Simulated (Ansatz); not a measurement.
NaCl under changes of volume

One of the cells (21.478 Å³/atom); the others are scaled copies at fixed shape and fractional positions:

```
Cl Na
1.0
     3.50219    0.00000    0.00000
     0.00000    3.50219    0.00000
     0.00000    0.00000    3.50219
Cl Na
1 1
Direct
  0.50000 0.50000 0.50000
  0.00000 0.00000 0.00000
```

Measurements of this composition are mostly on another form, of space group No. 225.

```yaml
Program: Ansatz 0.2.0
Functional: HSE06
Potentials_or_basis: Ansatz PAW
Cutoff: "420 eV (not typed: the program's choice for these potentials)"
k_mesh: 4 × 4 × 4
Occupations: fermi-dirac, width 0.05 eV
Spin: no spin polarisation
```

```csv
volume (Å³/atom),energy over the lowest point (meV/atom),pressure (GPa),gap on the mesh (eV)
20.189,4.24,1.5,5.53
20.619,1.26,0.8,5.45
21.048,0.00,0.2,5.37
21.478,0.26,-0.4,5.30
21.907,1.88,-0.8,5.23
22.337,?,?,?
22.766,8.63,-1.6,5.10
```

**Question.** What does the run at 22.337 Å³/atom give?

**Answer.** Energy over the lowest point 4.72 meV/atom; pressure -1.3 GPa; gap on the mesh 5.16 eV.

Worked out: A Birch-Murnaghan fit of order 3 (a polynomial in V^(-2/3)) to the other rows has its minimum at 21.18 Å³/atom with B0 = V·E''(V) = 27 GPa and B' = 4.7. It gives 4.72 meV/atom at 22.337 Å³/atom, against the run's 4.72, and -dE/dV = -1.3 GPa, against -1.3. A straight line through the other rows of the gap, of slope -3.58 eV per unit of ln V, gives 5.16 eV, against the run's 5.16.

Energies are extrapolated to zero smearing.

Caveats: all runs use coarse meshes; the PAW data sets come from PBE, with cores solved anew for the run's functional, which leaves a small shift of forces and pressure; the thresholds are loose for stress.

A mesh can miss the band edges.
